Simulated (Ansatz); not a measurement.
**Si: a line through a two-coordinate scan**

The task here is to estimate one member of a computed series from the others.

Program: Ansatz 0.2.0. Level of theory: DFT PBE, scalar-relativistic, plane waves, PAW. These are calculated values, not measurements.

8 further runs of the same task are left out: 8 set aside as unsound or not needed.

## Starting point

The structure is cubic, space group Fd-3m (No. 227). Conventional cell: a = 5.470 Å, b = 5.470 Å, c = 5.470 Å, α = 90.00°, β = 90.00°, γ = 90.00°. Si (site symmetry -43m) has 4 Si at 2.37 Å as nearest neighbours.

Structure file:

```
Si
1.0
     0.00000    2.73488    2.73488
     2.73488    0.00000    2.73488
     2.73488    2.73488    0.00000
Si
2
Direct
  0.50000 0.50000 0.50000
  0.75000 0.75000 0.75000
```

This cell was relaxed beforehand with the same method: volume 20.46 Å³/atom, gap on the mesh 0.62 eV.

## The scan

The energy is mapped over two homogeneous strains (x along [1 0 0], y along [0 1 0], z along [0 0 1] of the conventional cell).

- strain +e along x and -e along y: 9 values from −11.00 to 11.00 %
- strain +e along z and -e/2 along x and y: 9 values from −7.00 to 7.00 %

Nothing else is relaxed (symmetry fixes all fractional coordinates). Energies count from the relaxed crystal. Points are written as (first, second).

The first run:

The input, input.yaml:

```yaml
crystal:
  lattice:
    - [0.0, 2.8306020594, 2.5434395316]
    - [2.8306020594, 0.0, 2.5434395316]
    - [2.8306020594, 2.8306020594, 0.0]
  atoms:
    - { symbol: Si, position: [0.5, 0.5, 0.5] }
    - { symbol: Si, position: [0.75, 0.75, 0.75] }
basis:
  ecutwfc: 420
kpoints:
  mp_grid: { grid: [8, 8, 8] }
hamiltonian:
  xc: pbe
scf:
  occupations: { method: gaussian, width: 0.05 }
output:
  forces: true
  stress: true
  eigenvalues: true
  write_density: true
  write_potential: true
  elf: true
  volumetric_format: npy
```

Launch:

```
$ ansatz run input.yaml --threads 1 --pin off --max-ram 2048MiB --backend cpu --events-out ev --progress --plain --runs-dir out
```

Among the steps run: The run at (0.00 %, −7.00 %); Point (0.00 %, −5.25 %); The run at (0.00 %, −1.75 %); Point (0.00 %, 1.75 %); Grid point (0.00 %, 3.50 %); Point (0.00 %, 5.25 %); Point (0.00 %, 7.00 %).

One table of the session follows, with a row left open; its other results are not shown here.

```
strain +e along z and -e/2 along x and y (%)  energy (meV/atom)  slope (meV/atom per %)  pressure (GPa)  band gap on the k-mesh (eV)
                                       −7.00                 40                   −10.7          −0.045                         0.00
                                       −5.25                 23                    −8.5          −0.008                         0.00
                                       −3.50                 11                    −6.0           0.024                         0.10
                                       −1.75                2.8                    −3.1           0.028                         0.37
                                        0.00                  0                     0.0           0.028                         0.65
                                        1.75                  ?                       ?               ?                            ?
                                        3.50                 12                     6.8           0.036                         0.37
                                        5.25                 27                    10.5           0.050                         0.22
                                        7.00                 49                    14.3           0.066                         0.08
```

**Question.** Estimate the row for strain +e along z and -e/2 along x and y (%) = 1.75.

Worked estimate for «energy (meV/atom)». A straight line through the neighbours (0.00, 0) and (3.50, 12) gives 0 + (12 − 0) × (1.75 − 0.00) / (3.50 − 0.00) = 6.0; a parabola fitted to 4 rows on both sides gives 3.0.

The run gave: energy (meV/atom): 2.9; slope (meV/atom per %): 3.3; pressure (GPa): 0.029; band gap on the k-mesh (eV): 0.51. In «energy (meV/atom)» the line misses by +3.1 and the parabola by +0.1.

Energies count from the relaxed crystal. Rows without a step come from runs not printed here or follow by symmetry.

Along the line the energy is lowest at 0.00 %, 0 meV/atom from the zero. Divided by the reference volume, that is a stiffness of about 140 GPa for this pattern of strain. The gap on the mesh reads zero on part of the line; semilocal functionals close small gaps early. The gap on the mesh closes on part of the grid.
